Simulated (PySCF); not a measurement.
Structure from NMR data

An unknown has the formula C3H2N2. Its calculated NMR data are:

1H NMR (400 MHz, computed): δ 3.24 (s, 2H).

13C{1H} NMR (computed): δ 114.3 (C), 6.5 (CH2).

PySCF 2.14.0 with density-fitted response routines calculation with J couplings at B3LYP/pcJ-1, σ from GIAO-PBE0/pcSseg-1 and geometry from GFN2-xTB; a single conformation, isolated molecule, fast rotation and ring inversion assumed for equivalent nuclei, relativity neglected.

Referencing at the same level of theory: 1H (31.72 ppm), 13C (186.93 ppm) against TMS.

Q: Deduce the structure.

A: 
- Rings plus π bonds: 4 (no ring in the answer).
- 2 carbon signals for 3 carbons: some carbons are equivalent by symmetry or fast rotation.
- Carbon types of the structure: 2 × C, 1 × CH2, which accounts for all hydrogens.
- δC 114.3: nitrile carbon; typical of a nitrile.
- δC 6.5: sp3 CH2 α to a nitrile; saturated and bonded to C and H only.
- δH 3.24: hydrogen on an sp3 CH2 α to a nitrile.

The compound is SMILES N#CCC#N.

The data come from this structure; uniqueness wasn't tested.

Shifts are as computed. Against solution values, carbons near 30 ppm lie about +3 ppm off and those near 130 ppm about +5 ppm. Of 1211 compounds with measured shifts, 218 miss one by over three times the rms of a fit or turn the order of signals round; such compounds aren't used in these exercises.
